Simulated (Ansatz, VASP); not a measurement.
**GaN in VASP and in Ansatz**

The input POSCAR:

```
GaN
1.0
    2.6955546006      0.0000000000      0.0000000000
    0.0000000000      2.6955546006      0.0000000000
    0.0000000000      0.0000000000      2.6955546006
Ga N
1 1
Direct
    0.0000000000      0.0000000000      0.0000000000
    0.5000000000      0.5000000000      0.5000000000
```

File INCAR.step1:

```
  ALGO = Normal
  EDIFF = 1E-4
  ENCUT = 520
  GGA = PE
  ISMEAR = -1
  LASPH = True
  LCHARG = False
  LREAL = False
  LWAVE = True
  NBANDS = 16
  NELM = 60
  PREC = Accurate
  SIGMA = 0.02
```

File INCAR.step2:

```
  ALGO = Normal
  EDIFF = 1E-7
  ENCUT = 520
  ISIF = 2
  ISMEAR = -1
  ISTART = 1
  LASPH = True
  LCHARG = False
  LMIXTAU = True
  LREAL = False
  LWAVE = False
  METAGGA = R2SCAN
  NBANDS = 16
  NELM = 60
  PREC = Accurate
  SIGMA = 0.02
```

The input KPOINTS:

```
k-points
0
Gamma
  6 6 6
```

Input for Ansatz:

```yaml
crystal:
  lattice:
    - [2.6955546006, 0.0, 0.0]
    - [0.0, 2.6955546006, 0.0]
    - [0.0, 0.0, 2.6955546006]
  atoms:
    - { symbol: Ga, position: [0.0, 0.0, 0.0] }
    - { symbol: "N", position: [0.5, 0.5, 0.5] }
kpoints:
  mp_grid: { grid: [6, 6, 6] }
hamiltonian:
  xc: r2scan
scf:
  occupations: { method: fermi_dirac, width: 0.02 }
  n_extra_bands: 4
output:
  forces: true
  stress: true
  eigenvalues: true
```

The cell was built by a generator and needn't be a form met in nature.

Alike in both runs: task single point; functional r2SCAN; k mesh 6 × 6 × 6; occupations fermi-dirac, width 0.02 eV; no spin polarisation.

```csv
,VASP,Ansatz
version,VASP 6.6.1,Ansatz 0.2.0
potentials or method,"VASP PAW PBE potentials, release 64 (Ga_d, N)","plane waves, PAW"
plane-wave cutoff (eV),520,500
valence electrons in the cell,18,18
```

```csv
,VASP,Ansatz,Ansatz less VASP
pressure (GPa),1.0,0.4,-0.53
```

Caveats: the k mesh is coarse (spacing up to 0.39 Å⁻¹), so the values aren't converged; the PAW data sets were made with another functional, which shifts forces and pressure a little (VASP).
